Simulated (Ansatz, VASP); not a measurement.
# One calculation of C, two programs

Contents of INCAR:

```
PREC = Accurate
ENCUT = 520
EDIFF = 1E-6
ISMEAR = 0
SIGMA = 0.1
LREAL = F
LASPH = T
NELM = 80
ALGO = Normal
ISIF = 2
LWAVE = F
LCHARG = F
GGA = PE
NBANDS = 16
```

Contents of KPOINTS:

```
Automatic mesh
0
Gamma
  1 1 1
```

Contents of POSCAR:

```
C
1.0
    1.2280479700     -2.1270618200      0.0000000000
    1.2280479700      2.1270618200      0.0000000000
    0.0000000000      0.0000000000      7.1732677600
C
4
Direct
    0.0833794600      0.9166205400      0.7531376000
    0.5833794600      0.4166205400      0.2468624000
    0.9166205400      0.0833794600      0.2468624000
    0.4166205400      0.5833794600      0.7531376000
```

Input for Ansatz:

```yaml
crystal:
  lattice:
    - [1.22804797, -2.12706182, 0.0]
    - [1.22804797, 2.12706182, 0.0]
    - [0.0, 0.0, 7.17326776]
  atoms:
    - { symbol: C, position: [0.08337946, 0.91662054, 0.7531376] }
    - { symbol: C, position: [0.58337946, 0.41662054, 0.2468624] }
    - { symbol: C, position: [0.91662054, 0.08337946, 0.2468624] }
    - { symbol: C, position: [0.41662054, 0.58337946, 0.7531376] }
basis:
  ecutwfc: 420
kpoints:
  mp_grid: { grid: [1, 1, 1] }
hamiltonian:
  xc: pbe
scf:
  occupations: { method: gaussian, width: 0.1 }
output:
  forces: true
  stress: true
  eigenvalues: true
```

Alike in both runs: task single point; functional PBE; k mesh 1 × 1 × 1; occupations gaussian, width 0.1 eV; no spin polarisation.

|  | VASP | Ansatz |
| --- | --- | --- |
| version | VASP 6.6.1 | Ansatz 0.2.0 |
| potentials or method | VASP PAW PBE potentials, release 64 (C) | scalar-relativistic, plane waves, PAW |
| plane-wave cutoff (eV) | 520 | 420 |
| valence electrons in the cell | 16 | 16 |

```tsv
	VASP	Ansatz	Ansatz less VASP
gap on the k mesh at the Fermi level (eV)	5.83	5.83	+0.003
least direct gap on the mesh (eV)	5.83	5.83	+0.003
rms of the force components (eV/Å)	0.027	0.027	-0.0001
```

Atom by atom the forces differ by 0.000 eV/Å (rms over components). With one functional, cell and mesh, what is left measures potentials, basis and numerics.

Caveats: the k mesh is coarse (spacing up to 2.95 Å⁻¹), so the values aren't converged; an odd mesh through Γ misses points on the zone boundary, where band edges often lie.
